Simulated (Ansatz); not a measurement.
# GaN under changes of volume

One of the cells (11.444 Å³/atom); the others are scaled copies at fixed shape and fractional positions:

```
CELL_PARAMETERS angstrom
0.00000 2.25350 2.25350
2.25350 0.00000 2.25350
2.25350 2.25350 0.00000
ATOMIC_POSITIONS crystal
Ga 0.00000 0.00000 0.00000
N 0.25000 0.25000 0.25000
```

The cell is a database's computed one.

```yaml
Program: Ansatz 0.2.0
Functional: PBE
Dispersion: D3(BJ)
Potentials_or_basis: Ansatz PAW
Cutoff: "420 eV (not typed: the program's choice for these potentials)"
k_mesh: 10 × 10 × 10
Occupations: fermi-dirac, width 0.05 eV
Spin: no spin polarisation
```

```csv
volume (Å³/atom),energy over the lowest point (meV/atom),pressure (GPa),gap on the mesh (eV)
10.757,32.58,14.6,2.11
10.986,?,?,?
11.215,4.66,5.3,1.84
11.444,0.00,1.3,1.72
11.673,0.62,-2.2,1.59
11.902,6.07,-5.4,1.47
12.131,15.84,-8.2,1.34
```

Q: What does the run at 10.986 Å³/atom give?

A: Energy over the lowest point 15.29 meV/atom; pressure 9.7 GPa; gap on the mesh 1.98 eV.

Worked out: A Birch-Murnaghan fit of order 3 (a polynomial in V^(-2/3)) to the other rows has its minimum at 11.53 Å³/atom with B0 = V·E''(V) = 181 GPa and B' = 4.4. It gives 15.31 meV/atom at 10.986 Å³/atom, against the run's 15.29, and -dE/dV = 9.7 GPa, against 9.7. A straight line through the other rows of the gap, of slope -6.37 eV per unit of ln V (its deformation potential), gives 1.98 eV, against the run's 1.98.

Energies are extrapolated to zero smearing.

Spin-orbit coupling on Ga is left out.
